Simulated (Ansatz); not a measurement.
## BaSnO3: pressure series

Consider BaSnO3 in the cubic perovskite structure (space group Pm-3m, No. 221; a = 4.131 Å).

Cell and atoms are relaxed at each pressure.

All numbers come from r2SCAN, PAW, 500 eV (Ansatz, a program for electronic structure; scalar-relativistic without spin-orbit coupling).

For the base:

The band gap is 1.56 eV.

Question: The aim is a band gap between 3.37 eV and 3.69 eV. Which of these changes reaches it?
(A) pressure 30 GPa
(B) pressure 18 GPa
(C) pressure 9 GPa

Answer: A, pressure 30 GPa. It gives 3.52 eV; pressure 18 GPa gives 2.83 eV; pressure 9 GPa gives 2.24 eV. Changes not listed may reach it too

Load acts through the strain it causes; cell and atoms are relaxed under it. Whether these cells are dynamically stable was not tested. No other phases were tried under pressure.
